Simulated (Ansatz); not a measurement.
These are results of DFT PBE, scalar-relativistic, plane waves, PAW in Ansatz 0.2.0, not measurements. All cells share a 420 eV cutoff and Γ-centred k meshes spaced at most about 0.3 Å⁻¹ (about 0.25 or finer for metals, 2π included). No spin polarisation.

Formation energies are uncorrected and refer to the elements' standard structures at the same level.

Temperature and zero-point effects are left out. Only the structures computed here compete, so a lower one can exist. These runs have no spin–orbit coupling, which can matter for Hf. The reference form of C is held partly by dispersion forces, which this level lacks.

A search for Hf4C gave 6 distinct relaxed structures. Coordination counts Hf atoms around C (those within 1.25 times the shortest such distance or 1.15 times the sum of covalent radii). Cells relaxed within their symmetry can be saddle points.

Q: What is the best candidate for Hf4C?

A: The one with space group P-3m1 (No. 164), reached from: a cell proposed by chemical analogy. It has a = 3.248 Å, c = 10.364 Å, 18.9 Å³/atom, no gap on the mesh. Around Hf on its first site lie 3 C at 2.27 Å and 12 Hf at 3.19–3.26 Å; Hf on its second site has 12 Hf at 3.08–3.26 Å; around C lie 6 Hf at 2.27 Å. Its energy over the elements is −0.38 eV/atom. A negative formation energy is needed for stability but isn't enough: competing phases decide. An observed structure of this formula, if there is one, may be missing.

```cif
data_structure
_symmetry_space_group_name_H-M 'P-3m1'
_symmetry_Int_Tables_number 164
_cell_length_a 3.2476
_cell_length_b 3.2476
_cell_length_c 10.3637
_cell_angle_alpha 90.000
_cell_angle_beta 90.000
_cell_angle_gamma 120.000
_cell_volume 94.66
loop_
_atom_site_label
_atom_site_type_symbol
_atom_site_symmetry_multiplicity
_atom_site_Wyckoff_symbol
_atom_site_fract_x
_atom_site_fract_y
_atom_site_fract_z
_atom_site_occupancy
Hf1 Hf 2 d 0.66667 0.33333 0.87576 1
Hf2 Hf 2 d 0.66667 0.33333 0.38196 1
C1 C 1 a 0.00000 0.00000 0.00000 1
```

Q: How much higher is the P4/mmm structure with 18.8 Å³/atom and coordination C 6 (reached from: random cell)?

A: 76 meV/atom. It has no gap on its mesh.

Q: How much higher is the I4/mmm structure with 19.3 Å³/atom and coordination C 6 (reached from: SnF4 type (I4/mmm))?

A: 81 meV/atom. It has no gap on its mesh.
